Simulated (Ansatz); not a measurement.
MoS2: an elastic constant from a strain scan

The calculation used DFT PBE+D3(BJ), scalar-relativistic, plane waves, PAW in Ansatz. Cutoff 420 eV, Γ-centred 12×12×4 k-points, Gaussian smearing of 0.05 eV. No spin polarisation. Energies are free energies at this smearing, counted from the undisturbed cell; pressure is positive in compression.

Reference structure (relaxed at this level; this form isn't the usual structure):

```
Mo S
1.0
     3.14972    0.00000    0.00000
    -1.57486    2.72774    0.00000
     0.00000    0.00000    6.64754
Mo S
1 2
Direct
  0.00000 0.00000 0.00000
  0.33333 0.66667 0.23567
  0.33333 0.66667 0.76433
```

The cell is strained by ε times the Voigt pattern (0, 0, 1, 0, 0, 0) (xx, yy, zz, yz, xz, xy; engineering shear) with fractional coordinates fixed. The cell holds 3 atoms in V0 = 57.11 Å³. The stress column is τ = (1/V0) dE/dε, got from the stress tensor σ (compression positive) at each point as −det(1 + εP) σ : P(1 + εP)⁻¹, with P the pattern as a tensor.

| ε | ΔE (meV/atom) | τ (GPa) |
| --- | --- | --- |
| -0.1000 | 193.830 | -34.667 |
| -0.0750 | 104.923 | -24.997 |
| -0.0500 | 44.774 | -15.679 |
| -0.0250 | 10.759 | -7.383 |
| 0.0000 | 0.000 | -0.007 |
| 0.0250 | 9.898 | 6.540 |
| 0.0500 | 38.113 | 12.337 |
| 0.0750 | 82.522 | 17.452 |
| 0.0875 | 110.186 | 19.773 |
| 0.1000 | ? | ? |

Problem. Which combination of elastic constants does this scan measure, and how large is it?

Solution. For small ε, τ = τ0 + Kε with K = pᵀCp, which for this pattern is C33 in the Cartesian frame shown. The parabola through τ at ε = -0.0250, 0 and 0.0250 has slope K = 278 GPa at zero. The energies per cell, E = NΔE, of the same two points give K = 2[E(ε₊)/ε₊ − E(ε₋)/ε₋]/[(ε₊ − ε₋)V0] = 278 GPa, in agreement. These are clamped-ion values.

Problem. Predict the withheld row at ε = 0.1000 from the harmonic law, and compare.

Solution. ΔE = V0(τ0 ε + Kε²/2)/N = 165.351 meV/atom and τ = 27.84 GPa. The calculation gives 141.187 meV/atom and 21.95 GPa: the energy lies 15 % below the harmonic value, as bonds soften when stretched.

Forces appear on the atoms along this scan, and letting them relax would lower the energy and soften the response. The gap closes along the scan, which can put kinks into the curve.

Cost: 10 runs of about 0.24 core-minutes in all, on AMD EPYC 9R45 (Zen 5) (shared hosts).